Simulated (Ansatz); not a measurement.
# PbSe: band gap under strain

How does strain move the band edges of PbSe, database structure, and do the functionals agree on it? States: +4.0 % equal strain in all directions; -2.7 % shear in the xy plane.

Code: Ansatz 0.2.0. PAW datasets, plane waves. Spin-unpolarised throughout; all numbers are computed.

### 1 The structure to begin with

The unstrained cell was relaxed with r2SCAN+rVV10; in each strained cell the atoms were relaxed again with r2SCAN+rVV10. Names of k-points are those of the unstrained zone, where strain can split equivalent points. First state: +4.0 % equal strain in all directions.

It is orthorhombic, Cmcm (No. 63); a = 4.446 Å, b = 12.473 Å, c = 4.611 Å in the conventional setting, 31.97 Å³ an atom. Near Pb stand 5 Se at 2.79–3.20 Å; near Se stand 5 Pb at 2.79–3.20 Å.

As a file:

```
Pb Se
1.0
     2.22321   -6.23663    0.00000
     2.22321    6.23663    0.00000
     0.00000    0.00000    4.61083
Pb Se
2 2
Direct
  0.63660 0.36340 0.75000
  0.36340 0.63660 0.25000
  0.86041 0.13959 0.75000
  0.13959 0.86041 0.25000
```

From earlier runs on the unstrained cell: PBE 0.82 eV, r2SCAN 1.19 eV, HSE06 1.31 eV; a = 4.275 Å, b = 11.994 Å, c = 4.433 Å.

### 2 +4.0 % equal strain in all directions: PBE

Input file input.yaml:

```yaml
crystal:
  lattice:
    - [2.2232119353, -6.2366344627, 0.0]
    - [2.2232119353, 6.2366344627, 0.0]
    - [0.0, 0.0, 4.6108284599]
  atoms:
    - { symbol: Pb, position: [0.6365998072, 0.3634001928, 0.75] }
    - { symbol: Pb, position: [0.3634001928, 0.6365998072, 0.25] }
    - { symbol: Se, position: [0.8604132727, 0.1395867273, 0.75] }
    - { symbol: Se, position: [0.1395867273, 0.8604132727, 0.25] }
kpoints:
  mp_grid: { grid: [6, 6, 6] }
  band_path:
    path:
      - [0.0, 0.0, 0.0]
      - [-0.5, 0.5, 0.0]
      - [-0.2817688255, 0.7182311745, 0.0]
      - [0.2817688255, 0.2817688255, 0.0]
      - [0.0, 0.0, 0.5]
      - [0.2817688255, 0.2817688255, 0.5]
      - [-0.2817688255, 0.7182311745, 0.5]
      - [-0.5, 0.5, 0.5]
      - [0.0, 0.5, 0.0]
      - [-0.5, 0.5, 0.4]
      - [0.5, -0.5, 0.390625]
      - [0.213542, 0.213542, 0.0]
    npoints: 1
hamiltonian:
  xc: pbe
scf:
  occupations: { method: fermi_dirac, width: 0.02 }
  n_extra_bands: 5
output:
  forces: true
  stress: true
  eigenvalues: true
  write_density: true
  write_potential: true
  elf: true
  volumetric_format: npy
```

On the command line:

```sh
> ansatz run input.yaml --threads 4 --pin off --max-ram 4608MiB --backend cpu --events-out ev --progress --plain --runs-dir out
```

The runs that follow: +4.0 % equal strain in all directions: r2SCAN; +4.0 % equal strain in all directions: HSE06; -2.7 % shear in the xy plane: PBE; -2.7 % shear in the xy plane: r2SCAN; -2.7 % shear in the xy plane: HSE06.

Q: Predict the outcome of this session.

As calculated:

Least gap in eV (negative: overlap), with the change from the unstrained cell in brackets:

```
                                state  volume change (%)           PBE        r2SCAN         HSE06
+4.0 % equal strain in all directions              +12.5  1.03 (+0.21)  1.39 (+0.20)  1.57 (+0.26)
         -2.7 % shear in the xy plane               -0.0  0.82 (+0.00)  1.19 (+0.00)  1.31 (+0.00)
```

What this shows: The largest move of the HSE06 gap in the table is +0.258 eV, under +4.0 % equal strain in all directions. PBE and HSE06 differ by 0.50 eV on the unstrained gap, and by at most 0.04 eV on its change: the two disagree on the size of the gap but agree on its response to strain. Spin-orbit coupling is left out of the table, though the cell holds Pb (Z = 82); in an element this heavy it can shift bands and gaps by tenths of an eV.
